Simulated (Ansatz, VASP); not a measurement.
# Sc in VASP and in Ansatz

Contents of INCAR:

```
SYSTEM = Sc
ALGO     = Normal         ! electronic algorithm
EDIFF    = 1E-6           ! SCF threshold, eV
ENCUT    = 520            ! plane-wave cutoff, eV
GGA      = PE             ! functional
ISIF     = 2              ! what is computed and relaxed
ISMEAR   = 0              ! smearing method
LASPH    = .TRUE.         ! aspherical terms in the spheres
LCHARG   = .FALSE.        ! write CHGCAR
LREAL    = .FALSE.        ! projectors in reciprocal space
LWAVE    = .FALSE.        ! write WAVECAR
NBANDS   = 12             ! bands
NELM     = 60             ! most SCF steps
PREC     = Accurate       ! precision mode
SIGMA    = 0.05           ! smearing width, eV
```

File KPOINTS:

```
k-points
0
G
  16 16 16
  0 0 0
```

Contents of POSCAR:

```
Sc
1.0
    0.0000000000      2.2600000000      2.2600000000
    2.2600000000      0.0000000000      2.2600000000
    2.2600000000      2.2600000000      0.0000000000
Sc
1
Direct
    0.0000000000      0.0000000000      0.0000000000
```

Input for Ansatz:

```yaml
crystal:
  lattice:
    - [0.0, 2.26, 2.26]
    - [2.26, 0.0, 2.26]
    - [2.26, 2.26, 0.0]
  atoms:
    - { symbol: Sc, position: [0.0, 0.0, 0.0] }
basis:
  ecutwfc: 420
kpoints:
  mp_grid: { grid: [16, 16, 16] }
hamiltonian:
  xc: pbe
scf:
  occupations: { method: gaussian, width: 0.05 }
output:
  forces: true
  eigenvalues: true
  eigenstates:
    nscf_kmesh: { grid: [34, 34, 34] }
    top_band: c6
    de_dk: true
    localisation: false
  stress: true
checkpoint:
  write: ck
  compress: false
  write_wavefunctions: false
  write_every: 100000
```

This isn't the form of Sc at room conditions, which is hcp.

Alike in both runs: task single point; functional PBE; k mesh 16 × 16 × 16; occupations gaussian, width 0.05 eV; no spin polarisation.

|  | VASP | Ansatz |
| --- | --- | --- |
| version | VASP 6.6.1 | Ansatz 0.2.0 |
| potentials or method | VASP PAW PBE potentials, release 64 (Sc_sv) | scalar-relativistic, plane waves, PAW |
| plane-wave cutoff (eV) | 520 | 420 |
| valence electrons in the cell | 11 | 11 |

```tsv
	VASP	Ansatz	Ansatz less VASP
pressure (GPa)	3.7	3.7	-0.03
```

With one functional, cell and mesh, what is left measures potentials, basis and numerics.
